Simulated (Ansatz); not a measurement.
Rocksalt CaO, relaxed with r2SCAN in the plane-wave code Ansatz. The symmetry is Fm-3m (No. 225, cubic); conventional cell a = 4.795 Å, 13.78 Å³ an atom. Around Ca lie 6 O at 2.40 Å; around O lie 6 Ca at 2.40 Å.

The axes x, y and z are those of this cell:
```xyz
2
Lattice="0.0000 2.3976 2.3976 2.3976 0.0000 2.3976 2.3976 2.3976 0.0000" Properties=species:S:1:pos:R:3 pbc="T T T"
Ca    0.0000    0.0000    0.0000
O     2.3976    2.3976    2.3976
```

Unstrained: The PBE gap is indirect, 3.653 eV (Γ to X), below the direct gap of 4.025 eV at X. The r2SCAN gap is indirect, 4.199 eV (Γ to X), below the direct gap of 4.574 eV at X. With HSE06 the valence top lies at Γ and the conduction bottom at X, 5.312 eV higher; the smallest vertical gap, at X, is 5.733 eV. Meshes: PBE 10×10×10, r2SCAN 10×10×10, HSE06 6×6×6. Strains are changes of length per length. After each strain the atoms were relaxed again with r2SCAN within the symmetry that the strain leaves, so tilts or polar shifts that break it weren't tested; points keep the names that they have in the unstrained zone. No spin polarisation and no zero-point or thermal motion.

Q: One strain changed the r2SCAN stress by xx -2.24, yy -2.24, zz -7.35 GPa (compression positive) and the gap by -0.049 eV (PBE), -0.054 eV (r2SCAN), -0.052 eV (HSE06). Which kind of strain was it, and roughly how large?

A: Uniaxial +4.11 % along z, other directions held. The pattern of the stress gives the kind; the size needs the stiffness, so it is an estimate.

Q: One strain changed the r2SCAN stress by xx +26.21, yy +26.21, zz +8.05 GPa (compression positive) and the gap by -0.199 eV (PBE), -0.199 eV (r2SCAN), -0.164 eV (HSE06). Which kind of strain was it, and roughly how large?

A: Biaxial -5.97 % in x and y, z held. The pattern of the stress gives the kind; the size needs the stiffness, so it is an estimate.

Q: One strain changed the r2SCAN stress by xx -9.53, yy -3.13, zz -3.13 GPa (compression positive) and the gap by -0.062 eV (PBE), -0.069 eV (r2SCAN), -0.067 eV (HSE06). Which kind of strain was it, and roughly how large?

A: Uniaxial +5.98 % along x, other directions held. The pattern of the stress gives the kind; the size needs the stiffness, so it is an estimate.

The meshes of the hybrids are coarse, so their gaps aren't converged to the digits shown.
